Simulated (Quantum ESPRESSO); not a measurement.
HfB2 in Quantum ESPRESSO: the effect of dispersion

The system is HfB2.

```
CELL_PARAMETERS angstrom
3.14000 0.00000 0.00000
-1.57000 2.71932 0.00000
0.00000 0.00000 3.48000
ATOMIC_POSITIONS crystal
Hf 0.00000 0.00000 0.00000
B 0.66667 0.33333 0.50000
B 0.33333 0.66667 0.50000
```

Alike in all runs:

* Program: Quantum ESPRESSO 7.5
* Task: phonons
* Potentials or basis: GBRV 1.5 PBE
* Cutoff: 612 eV
* Density cutoff: 4898 eV
* k mesh: 7 × 7 × 6
* Occupations: cold, width 0.2 eV
* Spin: no spin polarisation

Each run relaxes the cell or the atoms first.

```csv
dispersion,functional,relaxed volume (Å³/atom),highest phonon frequency (cm⁻¹)
none,PBE,9.97,783
D2,PBE,?,?
D3(BJ) two-body,PBE,9.73,810
rVV10,rPW86PBE,10.06,780
rev-vdW-DF2,rev-vdW-DF2,9.83,797
```

Problem. What does the run with dispersion D2 give?

Solution. Relaxed volume 9.40 Å³/atom; highest phonon frequency 845 cm⁻¹.

Caveats: the mesh is thin for the phonons of a metal; pairwise dispersion overbinds metals, which lowers pressure and volume (some runs); the potentials were made for another functional, which shifts forces and pressure (some runs); before the sum rule the acoustic modes lie tens of cm⁻¹ from zero, a sign that the density grid also shifts the optical modes (some runs).
